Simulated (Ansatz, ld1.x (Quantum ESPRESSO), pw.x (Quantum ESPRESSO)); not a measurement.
pw.x on bcc Al: one setting changed

Potential: PAW, ld1.x (Quantum ESPRESSO) 7.5, PBE; core [Ne], reference 3s2 3p0.5; waves: 3s (bound): rcut 1.65, rcutus 1.80 bohr; 3s channel at 1.8 Ry: rcut 1.65, rcutus 1.80 bohr; 3p (bound): rcut 2.00, rcutus 2.45 bohr; 3p channel at 0.55 Ry: rcut 2.00, rcutus 2.45 bohr; 3d channel at 0.45 Ry: rcut 1.95, rcutus 2.30 bohr; 3d channel at 2.65 Ry: rcut 1.95, rcutus 2.30 bohr; local part: all-electron potential smoothed inside 1.50 bohr (lloc = -2); core correction: Bessel-smoothed model core inside 1.00 bohr; augmentation: PSQ, inside the norm-conserving radii.

The reference run (k-mesh 14³, cutoffs 40/320 Ry, Fermi–Dirac 0.01 Ry, mixing_beta 0.4, conv_thr 1e-9, no spin) gives 0.17 GPa at 16.945 Å³/atom, where all-electron LAPW gives 0.07 GPa. This run, with its own iteration cap, changes k-mesh shift to 1.

```
&control
  calculation='scf', prefix='x', pseudo_dir='./', outdir='./tmp', tstress=.true., disk_io='none'
/
&system
  ibrav=0, nat=1, ntyp=1, ecutwfc=40, ecutrho=320, nbnd=8,
  occupations='smearing', smearing='fd', degauss=0.01
/
&electrons
  conv_thr=1e-09, mixing_beta=0.4, electron_maxstep=50
/
ATOMIC_SPECIES
Al 1.0 Al.UPF
CELL_PARAMETERS angstrom
  -1.61805716 1.61805716 1.61805716
  1.61805716 -1.61805716 1.61805716
  1.61805716 1.61805716 -1.61805716
ATOMIC_POSITIONS crystal
Al 0.0000 0.0000 0.0000
K_POINTS automatic
14 14 14 1 1 1
```

```bash
pw.x < Al.scf.in > Al.scf.out
```

How does the run end?

It converges in 5 iterations; the free energy moves by +4.2 meV/atom and the pressure by -0.23 GPa.

```
Message from routine setup:
     using ibrav=0 with symmetry is DISCOURAGED, use correct ibrav instead
     lattice parameter (alat)  =       5.2961  a.u.
     unit-cell volume          =     114.3505 (a.u.)^3
     number of electrons       =         3.00
     number of Kohn-Sham states=            8
     kinetic-energy cutoff     =      40.0000  Ry
     charge density cutoff     =     320.0000  Ry
     scf convergence threshold =      1.0E-09
     Exchange-correlation= SLA  PW   PBX  PBC
     number of k points=   100  Fermi-Dirac smearing, width (Ry)=  0.0100
     iteration #  1     ecut=    40.00 Ry     beta= 0.40
     total energy              =     -39.50036626 Ry
     estimated scf accuracy    <       0.01269050 Ry
     iteration #  2     ecut=    40.00 Ry     beta= 0.40
     total energy              =     -39.49909556 Ry
     estimated scf accuracy    <       0.00422505 Ry
     iteration #  3     ecut=    40.00 Ry     beta= 0.40
     total energy              =     -39.49923197 Ry
     estimated scf accuracy    <       0.00000150 Ry
     iteration #  4     ecut=    40.00 Ry     beta= 0.40
     c_bands:  2 eigenvalues not converged
     c_bands:  1 eigenvalues not converged
     c_bands:  1 eigenvalues not converged
     [... 2 repeated lines left out ...]
     total energy              =     -39.49926146 Ry
     estimated scf accuracy    <       0.00000034 Ry
     iteration #  5     ecut=    40.00 Ry     beta= 0.40
     the Fermi energy is     7.6299 ev
!    total energy              =     -39.49926146 Ry
     estimated scf accuracy    <          7.9E-10 Ry
     smearing contrib. (-TS)   =      -0.00180797 Ry
     The total energy is F=E-TS. E is the sum of the following terms:
     one-electron contribution =       3.11647965 Ry
     hartree contribution      =       0.00291747 Ry
     xc contribution           =     -13.72078088 Ry
     ewald contribution        =      -5.35586600 Ry
     one-center paw contrib.   =     -23.54020373 Ry
     convergence has been achieved in   5 iterations
          total   stress  (Ry/bohr**3)                   (kbar)     P=       -0.52
     Message from routine punch:
     Nothing written, as per user request (disk_io='none')
```

The run took about 8.3 s on one core of a shared host (Neoverse-V1, 32 threads, 247 GiB, load 9).
